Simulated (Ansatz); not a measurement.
# NaCl (Fm-3m) in Ansatz: notebook

One crystal, NaCl, is run at these levels: LDA, PBE; tasks: band structure, phonons.

Program: Ansatz 0.2.0. These are calculated values, not measurements. Logs are shortened: lines on timing, memory, paths and dates and some standing lists are left out, and cuts for length are marked.

## (1) Starting point

The structure is cubic, space group Fm-3m (No. 225). The conventional cell has a = 5.588 Å, b = 5.588 Å, c = 5.588 Å, α = 90.00°, β = 90.00°, γ = 90.00°. Around Cl (site symmetry m-3m) lie 6 Na at 2.79 Å. Na (site symmetry m-3m) is surrounded by 6 Cl at 2.79 Å.

The cell is a database's computed one.

## (2) Band structure, LDA

The input, input.yaml:

```yaml
crystal:
  lattice:
    - [0.0, 2.7940632177, 2.7940632177]
    - [2.7940632177, 0.0, 2.7940632177]
    - [2.7940632177, 2.7940632177, 0.0]
  atoms:
    - { symbol: Cl, position: [0.5, 0.5, 0.5] }
    - { symbol: Na, position: [0.0, 0.0, 0.0] }
kpoints:
  mp_grid: { grid: [8, 8, 8] }
  band_path:
    path:
      - [0.0, 0.0, 0.0]
      - [0.5, 0.0, 0.5]
      - [0.5, 0.25, 0.75]
      - [0.375, 0.375, 0.75]
      - [0.0, 0.0, 0.0]
      - [0.5, 0.5, 0.5]
      - [0.625, 0.25, 0.625]
      - [0.5, 0.25, 0.75]
    npoints: 10
scf:
  occupations: { method: fermi_dirac, width: 0.05 }
hamiltonian:
  xc: lda
  pseudopotentials: { kind: all_electron, lapw: { basis_error: 0.001 } }
output:
  forces: true
  stress: true
  eigenvalues: true
```

Potentials or basis: all-electron LAPW, scalar-relativistic.

Run with:

```console
> ansatz run input.yaml --threads 1 --pin off --max-ram 3072MiB --backend cpu --events-out ev --progress --plain --runs-dir out
```

Log:

```text
Warning: RAYON_NUM_THREADS=1 ignored (pool sized by the plan → 1); use --threads N
LAPW: plane waves up to 6.657 Å⁻¹, error target 1.0e-3 eV per atom; small_component_spin mean_spin; Na in spheres of 1.389 Å, 9 of its electrons in bands, Dirac shells []; Cl in spheres of 1.405 Å, 15 of its electrons in bands, Dirac shells [] (how accurate: hamiltonian.pseudopotentials.lapw.basis_error, Limitations)
Engine: ansatz 0.2.0, aarch64-unknown-linux-gnu
Pseudopotentials: kind: all_electron
Pseudopotential: Cl, LAPW, valence charge 15, lapw/all_electron/scalar/gaussian/Cl, Koelling and Harmon's equation, gaussian nucleus
Pseudopotential: Na, LAPW, valence charge 9, lapw/all_electron/scalar/gaussian/Na, Koelling and Harmon's equation, gaussian nucleus
Functional definition: SPW92
  exchange = slater_x
  correlation = pw_c
Crystal: 2 atoms, lattice volume = 43.625 Å³
Basis set: ecut = 168.85038787090184 eV, 229 PW (Γ), exchange–correlation at level 2
Bands: 16, of which v1, the nominal top of the filled ones, is band 12 counted from 1 (11 counted from 0)
Symmetry: 48 space group operations
Space group: Fm-3m (ITA 225), of the structure as read, at distance tolerance 3.5e-5 Å
k-points: 29 of 512
Non-local potential: Cl, projectors of the file, none
Non-local potential: Na, projectors of the file, none
Initial density: superposition of atomic densities (chi_scale 0.1, normalization cell, long waves kept (reshape's long-wave potential 0.00 eV rms))
Initial wavefunctions: plane waves of lowest kinetic energy (no species holds an atomic orbital)
Functional: x = slater, c = lda
iter 1 solved again at ethr=1.42e-3 eV; its pass at ethr=1.00e-1 eV (dr2=3.42e-1 eV) is discarded
SCF iter   1: F=—  HF=-16926.841410 eV  |F-HF|=—  |Δ(HF+E_count)|=         —  Δρ=2.02e-2  dr2=3.41e-1  ethr=1.42e-3  ⟨swp⟩=2.1  Hψ=2960  notcnv=0
preconditioner: auto → none  [insulator: Δε(μ)=5.456 eV  Ē_g=20.570 eV  σ=0.050 eV  W_gap=1.00  n_scr=14 (ndim 8)  ℏωp=21.0 eV  f_vac=0.000  D(μ)=0.00/eV (n_scr^D=0)  ε∞_Penn≈2.0]
iter 2 solved again at ethr=5.11e-5 eV; its pass at ethr=1.42e-3 eV (dr2=1.23e-2 eV) is discarded
SCF iter   2: F=—  HF=-16926.655622 eV  |F-HF|=—  |Δ(HF+E_count)|=   1.86e-1  Δρ=4.15e-3  dr2=1.23e-2  ethr=5.11e-5  ⟨swp⟩=2.0  Hψ=2405  notcnv=0
SCF iter   3: F=—  HF=-16926.649103 eV  |F-HF|=—  |Δ(HF+E_count)|=         —  Δρ=2.62e-3  dr2=5.53e-3  ethr=5.11e-5  ⟨swp⟩=2.0  Hψ=1282  notcnv=0
the basis was enlarged: its passes take 24.7 KiB over the memory plan, 1 of 1 planned eigensolver slots
SCF iter   4: F=—  HF=-16926.648706 eV  |F-HF|=—  |Δ(HF+E_count)|=   3.96e-4  Δρ=1.18e-4  dr2=5.73e-6  ethr=2.30e-5  ⟨swp⟩=2.0  Hψ=1315  notcnv=0
SCF iter   5: F=—  HF=-16926.648711 eV  |F-HF|=—  |Δ(HF+E_count)|=   4.99e-6  Δρ=2.17e-5  dr2=1.59e-7  ethr=2.39e-8  ⟨swp⟩=2.7  Hψ=1317  notcnv=0
SCF iter   6: F=-16926.648711 eV  HF=-16926.648711 eV  |F-HF|=2.61e-8  |Δ(HF+E_count)|=   4.88e-7  Δρ=7.95e-6  dr2=2.70e-8  ethr=6.62e-10  ⟨swp⟩=2.5  Hψ=1298  notcnv=0
SCF 1 converged in 6 iterations: F = -16926.648711 eV  dr2 = 2.70e-8
NSCF: frozen V_eff on 71 k-points
SCF converged after 6 iterations
Free energy (F): -16926.648711 eV
Harris-Foulkes:  -16926.648711 eV  (|F-HF|=2.61e-8)
Internal energy: -16926.648711 eV  (E = F + TS)
E sigma→0 (E₀):  -16926.648711 eV
Fermi energy:    3.748926 eV
--- Per-component energies (eV) ---
  E_band       = -1798.676820
  E_kinetic    = 16977.163553
  E_xc         = -1102.555493
  E_electrostatic = -32801.256771  (all electrons and nuclei)
  E_smearing   = -0.000000  (= −TS)
  E_closure    = 0.000000  (closes the sum)
  E_atoms      = -16919.283781  (free atoms, spherical and without spin; not in F)
  Σ components = -16926.648711   (vs F -16926.648711, Δ=0.00e0)
  Basis errors (estimates in eV, not in F): energy 3.6e-4 per atom: plane waves 3.3e-4 (1.9e-4 summed), levels above the bands 1.0e-83, relativity 9.8e-10, radial functions 2.5e-5, core shells 3.6e-15; eigenvalues (radial functions only) 8.8e-6; not estimated: angular momenta, meshes, grids; target (lapw.basis_error) 1.0e-3; muffin-tin radii Na 1.389 Å, Cl 1.405 Å
--- Forces (eV/Å), atoms counted from 1 ---
  atom   1  Cl     0.00000000    -0.00000000    -0.00000000
  atom   2  Na     0.00000000    -0.00000000    -0.00000000
  max |Σ_I F_I| component: 1.29e-30 eV/Å
--- Stress (GPa, compression-positive) ---
       -1.833051      -0.000000      -0.000000
       -0.000000      -1.833051      -0.000000
       -0.000000      -0.000000      -1.833051
  P = ⅓ Tr σ = -1.8331 GPa (-18.331 kbar)
--- Band table (eV; the first three rows and the last of 29) ---
  k-point 0: bands = ["-241.1086", "-180.9884", "-180.9884", "-180.9884", "-46.9696", "-19.4674", "-19.4674", "-19.4674", "-11.3881", "1.2798", "1.2798", "1.2798", "6.0789", "12.0600", "12.0600", "12.0600"]
  k-point 1: bands = ["-241.1086", "-180.9884", "-180.9884", "-180.9884", "-46.9695", "-19.4726", "-19.4677", "-19.4677", "-11.3353", "0.8673", "1.2348", "1.2348", "6.6051", "11.5185", "12.2573", "12.2573"]
  k-point 2: bands = ["-241.1086", "-180.9884", "-180.9884", "-180.9884", "-46.9691", "-19.4851", "-19.4686", "-19.4686", "-11.2039", "0.0702", "1.1299", "1.1299", "7.5934", "10.9947", "12.3527", "12.3527"]
  k-point 28: bands = ["-241.1086", "-180.9884", "-180.9884", "-180.9884", "-46.9683", "-19.4843", "-19.4843", "-19.4796", "-10.9362", "-0.0227", "-0.0227", "0.4505", "9.8528", "10.6945", "10.6945", "12.3586"]
```

Run time: 5.2 s. Hardware: 1 thread of Arm Neoverse V1, shared host; peak memory 0.23 GiB.

Results:

```
Free energy             : -16926.6487 eV
Pressure                : -1.8 GPa
Band gap on the k mesh  : 4.80 eV, direct
Band gap along the path : 4.80 eV, direct
```

Levels at the corners of the path, in eV from the valence-band top:
```tsv
point	band 9	band 10	band 11	band 12	band 13	band 14	band 15	band 16
Γ	-12.67	0.00	0.00	0.00	4.80	10.78	10.78	10.78
X	-12.24	-1.82	-0.65	-0.65	7.22	7.68	11.13	14.58
W	-12.22	-1.30	-1.30	-0.83	8.57	9.41	9.41	11.08
K	-12.23	-1.54	-1.23	-0.54	7.91	8.76	10.32	12.50
Γ	-12.67	0.00	0.00	0.00	4.80	10.78	10.78	10.78
L	-12.29	-2.10	-0.29	-0.29	6.92	10.49	10.65	10.65
U	-12.23	-1.54	-1.23	-0.54	7.91	8.76	10.32	12.50
W	-12.22	-1.30	-1.30	-0.83	8.57	9.41	9.41	11.08
```

## (3) Phonons, PBE

The input, input.yaml:

```yaml
crystal:
  lattice:
    - [0.0, 2.7940632177, 2.7940632177]
    - [2.7940632177, 0.0, 2.7940632177]
    - [2.7940632177, 2.7940632177, 0.0]
  atoms:
    - { symbol: Cl, position: [0.5, 0.5, 0.5] }
    - { symbol: Na, position: [0.0, 0.0, 0.0] }
kpoints:
  mp_grid: { grid: [6, 6, 6] }
scf:
  occupations: { method: fermi_dirac, width: 0.05 }
hamiltonian:
  xc: pbe
  pseudopotentials: { kind: all_electron, lapw: { basis_error: 0.001 } }
output: {}
phonons:
  method: fd
  supercell: [1, 1, 1]
```

Potentials or basis: all-electron LAPW, scalar-relativistic.

Run with:

```console
> ansatz run input.yaml --threads 1 --pin off --max-ram 3072MiB --backend cpu --events-out ev --progress --plain --runs-dir out
```

Log:

```text
Warning: RAYON_NUM_THREADS=1 ignored (pool sized by the plan → 1); use --threads N
LAPW: plane waves up to 6.892 Å⁻¹, error target 1.0e-3 eV per atom; small_component_spin mean_spin; Na in spheres of 1.355 Å, 9 of its electrons in bands, Dirac shells []; Cl in spheres of 1.355 Å, 15 of its electrons in bands, Dirac shells [] (how accurate: hamiltonian.pseudopotentials.lapw.basis_error, Limitations)
[... 4 set-up lines as earlier in the session ...]
Functional definition: PBE
  parameter kappa = 0.804
  parameter beta = 0.06672455060314922
  exchange = pbe_x(kappa = kappa, mu = beta*pi^2/3)
  correlation = pbe_c(beta = beta)
Crystal: 2 atoms, lattice volume = 43.625 Å³
Basis set: ecut = 180.9630992697678 eV, 259 PW (Γ), exchange–correlation at level 2
Bands: 16, of which v1, the nominal top of the filled ones, is band 12 counted from 1 (11 counted from 0)
[... 1 set-up line as earlier in the session ...]
k-points: 16 of 216
[... 4 set-up lines as earlier in the session ...]
Functional: x = pbe(κ = 0.804, μ = 0.2195149727645171), c = pbe(β = 0.06672455060314922)
iter 1 solved again at ethr=1.79e-3 eV; its pass at ethr=1.00e-1 eV (dr2=4.30e-1 eV) is discarded
SCF iter   1: F=—  HF=-16981.924881 eV  |F-HF|=—  |Δ(HF+E_count)|=         —  Δρ=2.25e-2  dr2=4.29e-1  ethr=1.79e-3  ⟨swp⟩=2.1  Hψ=1627  notcnv=0
preconditioner: auto → none  [insulator: Δε(μ)=5.761 eV  Ē_g=20.814 eV  σ=0.050 eV  W_gap=1.00  n_scr=14 (ndim 8)  ℏωp=21.0 eV  f_vac=0.000  D(μ)=0.00/eV (n_scr^D=0)  ε∞_Penn≈2.0]
[... 23 lines left out ...]
preconditioner: auto → none  [insulator: Δε(μ)=5.217 eV  Ē_g=21.032 eV  σ=0.050 eV  W_gap=1.00  n_scr=14 (ndim 8)  ℏωp=21.0 eV  f_vac=0.110  D(μ)=0.00/eV (n_scr^D=0)  ε∞_Penn≈2.0]
iter 2 solved again at ethr=1.14e-8 eV; its pass at ethr=2.06e-7 eV (dr2=2.73e-6 eV) is discarded
SCF iter   2: F=—  HF=-16981.735500 eV  |F-HF|=—  |Δ(HF+E_count)|=   1.74e-5  Δρ=8.16e-5  dr2=2.72e-6  ethr=1.14e-8  ⟨swp⟩=2.0  Hψ=2328  notcnv=0
SCF iter   3: F=—  HF=-16981.735502 eV  |F-HF|=—  |Δ(HF+E_count)|=   2.15e-6  Δρ=3.55e-5  dr2=4.85e-7  ethr=1.13e-8  ⟨swp⟩=2.0  Hψ=1320  notcnv=0
SCF iter   4: F=—  HF=-16981.735503 eV  |F-HF|=—  |Δ(HF+E_count)|=   6.32e-7  Δρ=2.07e-6  dr2=1.06e-9  ethr=2.02e-9  ⟨swp⟩=3.0  Hψ=1410  notcnv=0
SCF iter   5: F=-16981.735503 eV  HF=-16981.735503 eV  |F-HF|=1.09e-11  |Δ(HF+E_count)|=   3.66e-9  Δρ=9.65e-8  dr2=3.00e-12  ethr=4.42e-12  ⟨swp⟩=3.0  Hψ=1439  notcnv=0
SCF 3 converged in 5 iterations: F = -16981.735503 eV  dr2 = 3.00e-12
SCF converged after 7 iterations
Free energy (F): -16981.735582 eV
Harris-Foulkes:  -16981.735582 eV  (|F-HF|=2.43e-9)
Internal energy: -16981.735582 eV  (E = F + TS)
E sigma→0 (E₀):  -16981.735582 eV
Fermi energy:    4.181445 eV
--- Per-component energies (eV) ---
  E_band       = -1796.093286
  E_kinetic    = 17050.568781
  E_xc         = -1160.187464
  E_electrostatic = -32872.116899  (all electrons and nuclei)
  E_smearing   = -0.000000  (= −TS)
  E_closure    = 0.000000  (closes the sum)
  E_atoms      = -16974.996915  (free atoms, spherical and without spin; not in F)
  Σ components = -16981.735582   (vs F -16981.735582, Δ=0.00e0)
  Basis errors (estimates in eV, not in F): energy 4.3e-4 per atom: plane waves 3.9e-4 (2.1e-4 summed), levels above the bands 2.1e-80, relativity 1.1e-8, radial functions 4.0e-5, core shells 9.8e-15; eigenvalues (radial functions only) 5.8e-6; not estimated: angular momenta, meshes, grids; target (lapw.basis_error) 1.0e-3; muffin-tin radii Na 1.355 Å, Cl 1.355 Å
--- Forces (eV/Å), atoms counted from 1 ---
  atom   1  Cl     0.00000000    -0.00000000    -0.00000000
  atom   2  Na    -0.00000000    -0.00000000     0.00000000
  max |Σ_I F_I| component: 1.30e-30 eV/Å
--- Band table (eV; the first three rows and the last of 16) ---
  k-point 0: bands = ["-241.8370", "-180.7452", "-180.7452", "-180.7452", "-47.3416", "-19.2540", "-19.2540", "-19.2540", "-11.2007", "1.5197", "1.5197", "1.5197", "6.7367", "12.5782", "12.5782", "12.5782"]
  k-point 1: bands = ["-241.8370", "-180.7452", "-180.7452", "-180.7452", "-47.3413", "-19.2624", "-19.2546", "-19.2546", "-11.1141", "0.8942", "1.4466", "1.4466", "7.5650", "11.8311", "12.8680", "12.8680"]
  k-point 2: bands = ["-241.8370", "-180.7452", "-180.7452", "-180.7452", "-47.3409", "-19.2790", "-19.2558", "-19.2558", "-10.9330", "-0.0750", "1.3074", "1.3074", "8.6517", "11.7139", "12.6984", "12.6984"]
  k-point 15: bands = ["-241.8370", "-180.7452", "-180.7452", "-180.7452", "-47.3404", "-19.2732", "-19.2664", "-19.2649", "-10.7746", "0.0217", "0.5681", "0.7721", "9.9815", "10.4053", "12.1334", "13.6869"]
--- Phonons: 2 displaced members + reference (amplitude 0.01 Å, Σ member SCF iterations 9) ---
  symmetry images taken by strict's conditions (phonons.symmetry_images: auto; settled by no image being taken that strict refuses)
  ASR residual: 8.603e-4 → 0.000e0 eV/Å²; symmetrization residual: 4.423e-4 eV/Å²
  largest component of a force at the reference: 1.3e-30 eV/Å
  ASR residual per site (eV/Å²): 2.54e-4 8.60e-4
  Γ frequencies (cm⁻¹): 0.00 0.00 0.00 175.12 175.12 175.12
  density of states and harmonic sums: on the 19×19×19 q-mesh, interpolated from the force constants of a 1×1×1 supercell (no non-analytic term)
  largest difference from the sums on the solved wave vectors: F 5.72e-1 eV, S 8.30e-4 and C_V 2.58e-4 eV/K
  zero-point energy: 0.044651 eV/cell   skipped modes (ω ≤ 0): 3   left out of the sums: 7.29e-5 of the cell's modes: C_V's classical limit lies that fraction below 3 k_B per atom; for a crystal, a wire or a layer, F and S can be off by more, and a phonons.interpolated_qmesh denser along its periods is the remedy for the sampling
```

phdos.tsv:

```text
# omega_inv_cm	omega_thz	g_bin_mean(omega)[modes/inv_cm]
# format = ansatz-phdos/2
# interpolated_qmesh = 19 19 19
# force_constants_supercell = 1 1 1
# lo_to_splitting: not included (the non-analytic LO-TO correction is not applied to the interpolated dynamical matrix; polar crystals: no LO-TO splitting at GAMMA, and LO and other optical branches, acoustic branches and sound speeds, and with them the density of states and the thermodynamics, can be off between the wave vectors that the force constants were sampled on, most near GAMMA; a larger extent of the force constants narrows that region and is not shown to mend the acoustic slopes)
# g_bin_mean(omega): the modes in a bin one row spacing wide, centred on omega, divided by that spacing. A flat band (one whose frequency is the same at every q-point) is counted whole in the row whose bin holds it (on the edge of two bins, in the lower row). The modes of the run's own cell are the sum of g_bin_mean times the row spacing in inv_cm (a plain sum, not the trapezoid rule); for a one-atom cell on a GAMMA-only q-mesh every row is zero, so that sum is 0, not 3
0.000000	0.000000	8.269580e-9
0.350248	0.010500	2.150091e-7
0.700496	0.021000	8.104189e-7
1.050744	0.031501	1.802768e-6
1.400992	0.042001	3.192058e-6
1.751240	0.052501	4.978287e-6
[... 493 lines left out ...]
174.773707	5.239584	2.832242e-3
175.123955	5.250084	1.089324e-4
```

It took 9.8 s on 1 thread of Arm Neoverse V1, shared host; peak memory 0.25 GiB.

Results:

```yaml
Free_energy: -16981.7356 eV
Band_gap_on_the_k_mesh: 5.22 eV, direct
Highest_phonon_frequency_at_Γ_LO-TO_splitting_left_out: 175 cm⁻¹
```

Levels at points of the mesh, in eV from the valence-band top:
```tsv
k point	band 10	band 11	band 12	band 13	band 14	band 15
(0.00, 0.00, 0.00)	0.00	0.00	0.00	5.22	11.06	11.06
(0.00, 0.00, -0.50)	-2.01	-0.28	-0.28	7.31	10.86	10.95
(0.00, -0.50, -0.50)	-1.73	-0.62	-0.62	7.60	8.02	11.52
```

Phonon frequencies in cm⁻¹ (negative: imaginary):
```
              q point        frequencies
(0.000, 0.000, 0.000)  0 0 0 175 175 175
```

PBE gaps usually lie below the measured ones, often by a third to a half.
